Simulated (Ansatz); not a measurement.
# HfO2: the cost of one run

Program: Ansatz 0.2.0. Level of theory: DFT PBE, scalar-relativistic, plane waves, PAW. These are calculated values, not measurements.

3 further runs of the same task are left out: 1 that didn't finish, 2 set aside as unsound or not needed.

### Step 1. The structure to begin with

It takes space group P4_2/nmc (No. 137, tetragonal). Conventional cell: a = 3.604 Å, b = 3.604 Å, c = 5.264 Å, α = 90.00°, β = 90.00°, γ = 90.00°. Hf (site symmetry -4m2) has 4 O at 2.07 Å as nearest neighbours. Around O (site symmetry 2mm) lie 2 Hf at 2.07 Å.

Structure file:

```
CELL_PARAMETERS angstrom
3.60430 0.00000 0.00000
0.00000 3.60430 0.00000
0.00000 0.00000 5.26397
ATOMIC_POSITIONS crystal
Hf 0.50000 0.50000 0.50000
Hf 0.00000 0.00000 0.00000
O 0.00000 0.50000 0.69325
O 0.50000 0.00000 0.80675
O 0.50000 0.00000 0.30675
O 0.00000 0.50000 0.19325
```

It goes back to an entry of the Materials Project, which need not be the stable form.

It is the result of an earlier relaxation at this level (volume 11.40 Å³/atom; gap on the mesh: 4.67 eV).

### Step 2. Static run: bands, density of states and charges

input.yaml reads:

```yaml
crystal:
  lattice:
    - [3.6043047982, 0.0, 0.0]
    - [0.0, 3.6043047982, 0.0]
    - [0.0, 0.0, 5.2639671552]
  atoms:
    - { symbol: Hf, position: [0.5, 0.5, 0.5] }
    - { symbol: Hf, position: [0.0, 0.0, 0.0] }
    - { symbol: O, position: [0.0, 0.5, 0.6932521093] }
    - { symbol: O, position: [0.5, 0.0, 0.8067478907] }
    - { symbol: O, position: [0.5, 0.0, 0.3067478907] }
    - { symbol: O, position: [0.0, 0.5, 0.1932521093] }
basis:
  ecutwfc: 420
kpoints:
  mp_grid: { grid: [6, 6, 4] }
  band_path:
    path:
      - [[0.0, 0.0, 0.0], [0.0, 0.5, 0.0], [0.5, 0.5, 0.0], [0.0, 0.0, 0.0], [0.0, 0.0, 0.5], [0.0, 0.5, 0.5], [0.5, 0.5, 0.5], [0.0, 0.0, 0.5]]
      - [[0.0, 0.5, 0.0], [0.0, 0.5, 0.5]]
      - [[0.5, 0.5, 0.0], [0.5, 0.5, 0.5]]
    npoints: 14
hamiltonian:
  xc: pbe
scf:
  occupations: { method: gaussian, width: 0.02 }
  n_extra_bands: 15
output:
  forces: true
  stress: true
  eigenvalues: true
  populations: true
  dos: { projected: true, de: 0.02, nscf_kmesh: { grid: [9, 9, 6] } }
  bader: true
  write_density: true
  write_potential: true
  elf: true
  volumetric_format: npy
```

On the command line:

```
> ansatz run input.yaml --threads 1 --pin off --max-ram 2560MiB --backend cpu --events-out ev --progress --plain --runs-dir out
```

What time and memory should one allow on 1 thread of Intel Xeon Platinum 8375C at 2.90GHz (Ice Lake), shared host?

About 80 s, with a peak of 0.55 GiB.
